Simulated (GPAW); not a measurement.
# ZnO (zincite) (P6_3mc) in GPAW: a series of runs

The runs below take ZnO (zincite) through single point, with PBE.

Everything below comes from runs of GPAW 26.7.0. Logs are shortened: lines on timing, memory, paths and dates and some standing lists are left out, and cuts for length are marked. The log counts tension as positive stress, the text compression.

**The experiment to reproduce.**

“Electronic structure of alkaline earth and post-transition metal oxides”, 2009, arxiv:0908.1581 quotes, for a bulk crystal of ZnO: band gap 3.37 eV.

The runs below are set against these values where they give the same quantity.

## 1. The structure

It takes space group P6_3mc (No. 186, hexagonal). Conventional cell: a = 3.249 Å, b = 3.249 Å, c = 5.206 Å, α = 90.00°, β = 90.00°, γ = 120.00°. Zn (site symmetry 3m) has 4 O at 1.97 to 1.98 Å as nearest neighbours. O (site symmetry 3m) is surrounded by 4 Zn at 1.97 to 1.98 Å.

## 2. Single point, PBE

The input, run.py:

```python
from ase import Atoms
from ase.dft.bandgap import bandgap
from ase.io import write
from ase.units import GPa
from gpaw import GPAW, PW

atoms = Atoms(['Zn', 'Zn', 'O', 'O'],
              cell=[[3.249308, 0.0, 0.0],
                    [-1.624654, 2.8139832727, 0.0],
                    [0.0, 0.0, 5.205709]],
              scaled_positions=[[0.6666666667, 0.3333333333, 0.0],
                                [0.3333333333, 0.6666666667, 0.5],
                                [0.3333333333, 0.6666666667, 0.87901],
                                [0.6666666667, 0.3333333333, 0.37901]],
              pbc=True)

calc = GPAW(mode=PW(800),
            xc='PBE',
            kpts={'size': (15, 15, 8), 'gamma': True},
            occupations={'name': 'fermi-dirac', 'width': 0.05},
            nbands=31,
            convergence={'density': 1e-05, 'energy': 1e-05},
            maxiter=60,
            txt='gpaw.txt')
atoms.calc = calc
energy = atoms.get_potential_energy()
forces = atoms.get_forces()
stress = atoms.get_stress()
calc.write('gs.gpw')
write('result.traj', atoms)
print(f'Energy: {energy:.6f} eV')
print('Forces (eV/A):')
print(forces.round(4))
print('Stress (GPa):', (stress / GPa).round(3))
print('Fermi level:', round(calc.get_fermi_level(), 4), 'eV')
print(f'Gap: {bandgap(calc)[0]:.4f} eV, direct: {bandgap(calc, direct=True)[0]:.4f} eV')
```

Potentials or basis: GPAW PAW data sets (gpaw-data 1.2.1), pw.

The run is started by

```sh
$ OMP_NUM_THREADS=1 python run.py
```

gpaw.txt:

```text
__  _  _
 | _ |_)|_||  |
 |__||  | ||/\| - 26.7.0

Input parameters:
  mode=PW(ecut=800.0),
  convergence={'density': 1e-05, 'energy': 1e-05},
  kpts=MonkhorstPack(size=(15, 15, 8), gamma=True),
  maxiter=60,
  nbands=31,
  occupations=Occupations(name='fermi-dirac', width=0.05),
  xc=XC(name='PBE')

Diagonalizing LCAO Hamiltonian
Converting LCAO to pw mode

        O

        Zn

           O

           Zn

Atoms  # Å, Bohr magnetons
|   | symbol |         x |        y |        z |    initial magnetic moments |
|---|--------|-----------|----------|----------|-----------------------------|
| 0 |     Zn |  1.624654 | 0.937994 | 0.000000 | ( 0.0000,  0.0000,  0.0000) |
| 1 |     Zn | -0.000000 | 1.875989 | 2.602854 | ( 0.0000,  0.0000,  0.0000) |
| 2 |      O | -0.000000 | 1.875989 | 4.575870 | ( 0.0000,  0.0000,  0.0000) |
| 3 |      O |  1.624654 | 0.937994 | 1.973016 | ( 0.0000,  0.0000,  0.0000) |

Unit cell  # Å
| periodic |         x |        y |        z |  lengths |     angles |
|----------|-----------|----------|----------|----------|------------|
|      yes |  3.249308 | 0.000000 | 0.000000 | 3.249308 |  90.000000 |
|      yes | -1.624654 | 2.813983 | 0.000000 | 3.249308 |  90.000000 |
|      yes |  0.000000 | 0.000000 | 5.205709 | 5.205709 | 120.000000 |

Number of symmetries: 6
Symmetry operations  # r_c * U_cc + t_c -> r_c
|   | kind |            matrix            |
|---|------|------------------------------|
| 0 |  σ   |  1, 1, 0,  0,-1, 0,  0, 0, 1 |
| 1 |  E   |  1, 0, 0,  0, 1, 0,  0, 0, 1 |
| 2 |  C3  |  0, 1, 0, -1,-1, 0,  0, 0, 1 |
| 3 |  σ   |  0,-1, 0, -1, 0, 0,  0, 0, 1 |
| 4 |  σ   | -1, 0, 0,  1, 1, 0,  0, 0, 1 |
| 5 |  C3  | -1,-1, 0,  1, 0, 0,  0, 0, 1 |

BZ-sampling:
  Number of BZ points: 1800
  Number of IBZ points: 192

  Monkhorst-Pack size: [15, 15, 8]
  Monkhorst-Pack shift: [0.0, 0.0, 0.0625]

K-points  # in reciprocal-cell coordinates
|     |                                coordinates |     weight |
|-----|--------------------------------------------|------------|
|   0 | (  0.00000000,   0.00000000,   0.00000000) | 0.00055556 |
|   1 | (  0.00000000,   0.00000000,   0.12500000) | 0.00111111 |
|   2 | (  0.00000000,   0.00000000,   0.25000000) | 0.00111111 |
|   3 | (  0.00000000,   0.00000000,   0.37500000) | 0.00111111 |
|   4 | (  0.00000000,   0.00000000,   0.50000000) | 0.00055556 |
|   5 | (  0.06666667,   0.00000000,  -0.37500000) | 0.00333333 |
|   6 | (  0.06666667,   0.00000000,  -0.25000000) | 0.00333333 |
|   7 | (  0.06666667,   0.00000000,  -0.12500000) | 0.00333333 |
|   8 | (  0.06666667,   0.00000000,   0.00000000) | 0.00333333 |
|   9 | (  0.06666667,   0.00000000,   0.12500000) | 0.00333333 |
| ... |                                            |            |
| 191 | (  0.46666667,   0.46666667,   0.50000000) | 0.00333333 |

Plane wave coefficients: 2478
Cutoff: 800.0 eV

Spin-components: 1 (collinear spins)
Bands:           31
Projectors:      22
Spin-degeneracy: 2
Datatype:        complex128

Parallelization:
  kpt:    1
  domain: 1
  band:   1

Density:
  Valence electrons: 36.0
  Components: 1
  Grid points: [24 24 35]
  Charge: 0.0  # |e|

Potential:
  Grid points: [24 24 35]

species:
  Zn:
    name:    Zinc
    Z:       30.0
    valence: 12
    core:    18
    charge:  0.0  # [|e|]
    compensation charges:
      type: gauss
      rc: 0.37  # [Å]
      lmax: 2
    cutoffs:
      filter: 2.14  # [Å]
      core: 2.28  # [Å]
    projectors
    | kind |    occ | energy [eV] | rcut [Å] |
    |------|--------|-------------|----------|
    |   4s |  2.000 |      -5.977 |    1.286 |
    |   4p |  0.000 |      -1.117 |    1.270 |
    |   3d | 10.000 |     -10.142 |    1.180 |
    |    s |        |      21.234 |    1.286 |
    |    p |        |      26.095 |    1.270 |
    |    d |        |      17.070 |    1.180 |

    Using partial waves for Zn as LCAO basis

  O:
    name:    Oxygen
    Z:       8.0
    valence: 6
    core:    2
    charge:  0.0  # [|e|]
    compensation charges:
      type: gauss
      rc: 0.21  # [Å]
      lmax: 2
    cutoffs:
      filter: 1.17  # [Å]
      core: 0.83  # [Å]
    projectors
    | kind |    occ | energy [eV] | rcut [Å] |
    |------|--------|-------------|----------|
    |   2s |  2.000 |     -23.961 |    0.688 |
    |   2p |  4.000 |      -9.029 |    0.598 |
    |    s |        |       3.251 |    0.688 |
    |    p |        |      18.182 |    0.598 |
    |    d |        |       0.000 |    0.619 |

    Using partial waves for O as LCAO basis

Reference energy: -101804.357908  # eV

eigensolver:
  PPCG
  Converge bands: occupied
  niter=2

density mixing:
  MSR1-Mixer
  Pratt-step length: 0.05
  Maximum mixing coefficient: 0.75
  Old densities: 10
  SVD Regularization: 0.005
  Good broyden scale: 1.0
  Trust region scale: 1.0
  Backstep threshold: 4.0
  History deletion threshold: 6.0
  Fourier metric: weight=20.0, sigma=0.015

occupation numbers:
  Fermi-Dirac:
    width: 0.0500  # eV

poisson solver:
  ecut: 6400.0  # eV

xc functional:
  name: PBE with 2 nearest neighbor stencil

convergence criteria:
- Maximum integral of absolute [dens]ity change: 1e-05 electrons / valence electron
- Maximum [total energy] change in last 3 cyles: 1e-05 eV / valence electron
- Maximum integral of absolute [eigenst]ate change: 4e-08 eV^2 / valence electron
maximum number of iterations: 60

SCF iterations
|iter     | |      energy | eigst |  dens |
|---------|-|-------------|-------|-------|
|iter:   1| |  -21.606991 | +0.52 |       |
|iter:   2| |  -20.700959 | -1.48 | -0.99 |
|iter:   3| |  -18.484432 | -0.46 | -1.04 |
|iter:   4| |  -18.482201 | -2.99 | -1.62 |
|iter:   5| |  -18.488104 | -2.64 | -1.87 |
|iter:   6| |  -18.488215 | -4.42 | -2.91 |
|iter:   7| |  -18.488346c| -5.12 | -3.28 |
|iter:   8| |  -18.488371c| -5.54 | -3.65 |
|iter:   9| |  -18.488372c| -7.26 | -4.73 |
|iter:  10| |  -18.488372c| -8.46c| -4.91 |
|iter:  11| |  -18.488372c| -8.14c| -5.18c|

Converged in 11 steps
Energy contributions relative to reference atoms: (reference = -101804.357908)

Energy contributions:
  Kinetic:          43.505277
  Coulomb:         -38.233557
  Zero:              0.407478
  External:          0.000000
  Xc:              -24.167569
  Entropy:          -0.000002
  Spinorbit:         0.000000
  ----------------------------
  Free energy:     -18.488373
  Extrapolated:    -18.488372

dipole moment: (0.000002, -0.000001, -8.264209)  # |e|*Ang

Fermi level: 4.386
Eigenvalues  # (at kpt = [0.000, 0.000, 0.000])
| band index |      eig [eV] | occ [0-2] |
|------------|---------------|-----------|
|          0 |       -14.133 |     2.000 |
|        ... |               |           |
|         10 |        -0.367 |     2.000 |
|         11 |        -0.367 |     2.000 |
|         12 |        -0.100 |     2.000 |
|         13 |         3.106 |     2.000 |
|         14 |         3.106 |     2.000 |
|         15 |         3.843 |     2.000 |
[... 8 lines left out ...]
|         24 |        18.037 |     0.000 |
|         25 |        18.037 |     0.000 |
|        ... |               |           |
|         30 |        23.812 |     0.000 |

Gap: 0.796 eV
Transition (v -> c):
  (s=0, k=0, n=17, [0.00, 0.00, 0.00]) -> (s=0, k=0, n=18, [0.00, 0.00, 0.00])
No difference between direct/indirect transitions

Forces  # eV/Ang
|        x |        y |        z |
|----------|----------|----------|
| -0.00000 |  0.00000 | -0.07222 |  # Zn   0
|  0.00000 |  0.00000 | -0.07242 |  # Zn   1
| -0.00000 |  0.00000 |  0.07251 |  # O    2
|  0.00000 | -0.00000 |  0.07223 |  # O    3

Stress tensor  # eV/Ang^3
|         x |         y |         z |
|-----------|-----------|-----------|
| -0.028108 |  0.000000 |  0.000000 |
|  0.000000 | -0.028108 |  0.000000 |
|  0.000000 |  0.000000 | -0.038808 |

# Writing to gs.gpw (mode='')
```

Wall time 4.7 min (1 thread of Arm Neoverse V2, shared host); peak memory 0.5 GiB.

What came out:

* Free energy: -18.4884 eV
* Pressure: 5.1 GPa
* Largest force: 0.073 eV/Å
* Band gap on the k mesh: 0.80 eV, direct

Forces in eV/Å, atoms in the order of the input:
```
Zn   0.000  0.000 -0.072
Zn   0.000  0.000 -0.072
O    0.000  0.000  0.073
O    0.000  0.000  0.072
```

Levels at points of the mesh, in eV from the valence-band top:
| k point | band 15 | band 16 | band 17 | band 18 | band 19 | band 20 | band 21 | band 22 |
| --- | --- | --- | --- | --- | --- | --- | --- | --- |
| (0.00, 0.00, 0.00) | -0.81 | -0.07 | 0.00 | 0.00 | 0.80 | 5.22 | 8.26 | 12.85 |
| (0.00, 0.00, 0.50) | -0.40 | -0.40 | -0.40 | -0.40 | 3.46 | 3.46 | 10.12 | 10.12 |

Caveat: an odd mesh through Γ misses points on the zone boundary, where band edges often lie.

## 3. Single point, PBE

Edit run.py of step 2 so:

```diff
@@ -16,5 +16,5 @@
 
-calc = GPAW(mode=PW(800),
+calc = GPAW(mode=PW(650),
             xc='PBE',
-            kpts={'size': (15, 15, 8), 'gamma': True},
+            kpts={'size': (8, 8, 4), 'gamma': True},
             occupations={'name': 'fermi-dirac', 'width': 0.05},
@@ -22,3 +22,3 @@
             convergence={'density': 1e-05, 'energy': 1e-05},
-            maxiter=60,
+            maxiter=80,
             txt='gpaw.txt')
```

Potentials or basis: GPAW PAW data sets (gpaw-data 1.2.1), pw.

The run is started by

```sh
$ OMP_NUM_THREADS=1 python run.py
```

It took 21 s on 1 thread of AMD EPYC 9B14 (Zen 4), shared host; peak memory 0.19 GiB.

It converged, with:

- Free energy: -18.4210 eV
- Pressure: 3.3 GPa
- Largest force: 0.073 eV/Å
- Band gap on the k mesh: 0.80 eV, direct

Forces in eV/Å, atoms in the order of the input:
```
Zn   0.000  0.000 -0.073
Zn   0.000  0.000 -0.073
O    0.000  0.000  0.072
O    0.000  0.000  0.072
```

Stress tensor (GPa, compression positive):
```
2.73 0.00 0.00
0.00 2.73 0.00
0.00 0.00 4.45
```

Levels at points of the mesh, in eV from the valence-band top:
```
           k point  band 15  band 16  band 17  band 18  band 19  band 20  band 21  band 22
(0.00, 0.00, 0.00)    -0.81    -0.07     0.00     0.00     0.80     5.22     8.26    12.85
(0.00, 0.00, 0.50)    -0.40    -0.40    -0.40    -0.40     3.46     3.46    10.12    10.12
(0.50, 0.50, 0.00)    -2.81    -2.28    -1.27    -0.82     5.78     6.87     7.62     8.48
(0.50, 0.50, 0.50)    -1.50    -1.50    -1.35    -1.35     5.72     5.72     8.42     8.42
```

Caveat: the cutoff is short for stress and forces, so pressures can be off by a GPa or more.

## 4. Against experiment

Step 3. Against the measured gap of ZnO, 3.37 eV (quoted in “Electronic structure of alkaline earth and post-transition metal oxides”, 2009, arxiv:0908.1581), the calculated 0.80 eV is off by -2.57 eV. So large a miss can be the level of theory's own, or it may mean another phase, state or a wrong row. The value is that of PBE, without temperature or zero-point motion. Semilocal functionals fall short of measured gaps as a rule.
